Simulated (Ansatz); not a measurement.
Ti:

```
Ti
1.0
     4.56737    0.00000    0.00000
    -2.28369    3.95546    0.00000
     0.00000    0.00000    2.82624
Ti
3
Cartesian
  2.2837 1.3185 1.4131
  0.0000 2.6370 1.4131
  0.0000 0.0000 0.0000
```

This isn't the form of Ti at room conditions, which is hcp.

```yaml
Program: Ansatz 0.2.0
Task: relaxation of cell and atoms
Functional: PBE
Dispersion: D3(BJ)-ATM
Potentials_or_basis: Ansatz PAW
Cutoff: "420 eV (not typed: the program's choice for these potentials)"
k_mesh: 7 × 7 × 9
Occupations: fermi-dirac, width 0.05 eV
Spin: no spin polarisation
```

At the start: volume 17.02 Å³/atom.

Problem. Where does the relaxation end?

Solution. It ends after 5 steps and the volume is 16.41 Å³/atom (-3.6 %); space group P6/mmm (No. 191, to 0.05 Å).

Step by step:
```tsv
step	energy change (eV)	largest force (eV/Å)	volume (Å³)
1	0.0000	0.0000	51.06
2	-0.0033	0.0000	47.65
3	-0.0247	0.0000	49.30
4	-0.0247	0.0000	49.22
5	-0.0245	0.0000	49.22
```

Final structure:
```
CELL_PARAMETERS angstrom
4.51165 0.00000 0.00000
-2.25583 3.90721 0.00000
0.00000 0.00000 2.79244
ATOMIC_POSITIONS crystal
Ti 0.66667 0.33333 0.50000
Ti 0.33333 0.66667 0.50000
Ti 0.00000 0.00000 0.00000
```

Caveat: the plane-wave basis is chosen anew once the cell has moved, so the energies of steps on either side of that aren't comparable; pairwise dispersion overbinds metals, which lowers pressure and volume.
